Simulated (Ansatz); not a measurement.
The parent structure is MgF2 in the rutile structure (space group P4_2/mnm, No. 136).

```yaml
crystal:
  lattice:
    - [4.62196, 0.00000, 0.00000]
    - [0.00000, 4.62196, 0.00000]
    - [0.00000, 0.00000, 3.04619]
  atoms:
    - { symbol: Mg, position: [0.00000, 0.00000, 0.00000] }
    - { symbol: Mg, position: [0.50000, 0.50000, 0.50000] }
    - { symbol: F, position: [0.30295, 0.30295, 0.00000] }
    - { symbol: F, position: [0.80295, 0.19705, 0.50000] }
    - { symbol: F, position: [0.19705, 0.80295, 0.50000] }
    - { symbol: F, position: [0.69705, 0.69705, 0.00000] }
```

Cartesian axes are those of the cell as printed.

Level of theory: r2SCAN, PAW, 500 eV (Ansatz, a first-principles code; no spin-orbit coupling).

Strains are applied to the cell and any free atomic positions relax; under biaxial strain the out-of-plane vector relaxes too.

One change was made to it. Results:

The band gap increases by 0.04 eV (8.07 eV → 8.11 eV); the shortest interatomic distance drops by 0.0096 Å (1.980 Å → 1.971 Å); the pressure (mean of the normal stresses, compression positive) goes from zero to 0.69 GPa; the gap character is still direct at Γ.

Problem. Which change produced these results?
A) biaxial strain −0.51 %, plane normal [001], relaxed out of plane
B) isotropic strain −5.62 %
C) isotropic strain −3.51 %
D) tensor shear ε_yz = +0.47 %

Solution. A, biaxial strain −0.51 %, plane normal [001], relaxed out of plane. For comparison, the pressure in the other runs: isotropic strain −5.62 % gives 26.64 GPa; tensor shear ε_yz = +0.47 % gives 0.00 GPa; isotropic strain −3.51 % gives 14.25 GPa.

Stability against distortions was not tested. k-point labels follow each cell's own Brillouin zone.
